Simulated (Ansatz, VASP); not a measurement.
## Bi: VASP beside Ansatz

```xyz
2
Lattice="4.5390 0.0000 0.0000 -2.2695 3.9309 0.0000 0.0000 0.0000 11.8290" Properties=species:S:1:pos:R:3 pbc="T T T"
Bi    0.0000    2.6206    2.9573
Bi    2.2695    1.3103    8.8718
```

Alike in both runs: task electric field gradients; functional r2SCAN; k mesh 9 × 9 × 3; occupations fermi-dirac, width 0.08 eV; no spin polarisation.

|  | VASP | Ansatz |
| --- | --- | --- |
| version | VASP 6.6.1 | Ansatz 0.2.0 |
| potentials or method | VASP PAW PBE potentials, release 64 (Bi_d) | PAW with Ansatz's default frozen-core files, scalar-relativistic |
| plane-wave cutoff (eV) | 520 | 500 |
| valence electrons in the cell | 30 | 30 |

|  | VASP | Ansatz | Ansatz less VASP |
| --- | --- | --- | --- |
| pressure (GPa) | -3.5 | -3.4 | +0.02 |
| largest component of the traceless stress (GPa) | 3.00 | 3.00 | -0.001 |
| Vzz of the field gradient on the site that differs most (V/Å²) | -286.1 | -286.5 | -0.48 |

The functional is the same, so the differences come from potentials, cutoffs and numerics. Ansatz warned: «gradients_without_spin_orbit».

Caveats: the PAW data sets were made with another functional, which shifts forces and pressure a little (VASP).
